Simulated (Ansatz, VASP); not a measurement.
# Ru: VASP beside Ansatz

The input INCAR:

```
SYSTEM = Ru
ALGO = Normal
EDIFF = 1E-6
ENCUT = 520
GGA = PE
ISIF = 2
ISMEAR = -1
LASPH = .TRUE.
LCHARG = .FALSE.
LREAL = .FALSE.
LWAVE = .FALSE.
NBANDS = 13
NELM = 80
PREC = Accurate
SIGMA = 0.1
```

Contents of KPOINTS:

```
k-points
0
G
  14 14 14
  0 0 0
```

File POSCAR:

```
Ru
1.0
    2.6088654853      0.0000000000      0.0000000000
    0.0000000000      2.6088654853      0.0000000000
    0.0000000000      0.0000000000      2.6088654853
Ru
1
Direct
    0.0000000000      0.0000000000      0.0000000000
```

Input for Ansatz:

```yaml
crystal:
  lattice:
    - [2.6088654853, 0.0, 0.0]
    - [0.0, 2.6088654853, 0.0]
    - [0.0, 0.0, 2.6088654853]
  atoms:
    - { symbol: Ru, position: [0.0, 0.0, 0.0] }
hamiltonian:
  xc: pbe
  pseudopotentials:
    kind: paw
    azcp:
      Ru: "pseudopotentials/Ru.paw.azcp"
basis:
  ecutwfc: 420
  fft_grid_basis: typed
kpoints:
  mp_grid: { grid: [14, 14, 14], shift: [0, 0, 0] }
magnetization:
  spin_polarized: false
scf:
  occupations: { method: fermi_dirac, width: 0.1 }
  lower_state_search: "off"
output:
  stress: true
```

Alike in both runs: task single point; functional PBE; k mesh 14 × 14 × 14; occupations fermi-dirac, width 0.1 eV; no spin polarisation.

```csv
,VASP,Ansatz
version,VASP 6.6.1,Ansatz 0.2.0
potentials or method,"VASP PAW PBE potentials, release 64 (Ru_pv)","plane waves (420 eV) with PAW, scalar-relativistic"
plane-wave cutoff (eV),520,420
valence electrons in the cell,14,16
```

|  | VASP | Ansatz | Ansatz less VASP |
| --- | --- | --- | --- |
| pressure (GPa) | -18.8 | -18.8 | +0.03 |

With one functional, cell and mesh, what is left measures potentials, basis and numerics. The two sets of potentials don't hold the same shells in valence.

Caveats: so large a pressure means that the cell lies far from this level's equilibrium, or that cutoff or potentials fall short (VASP).
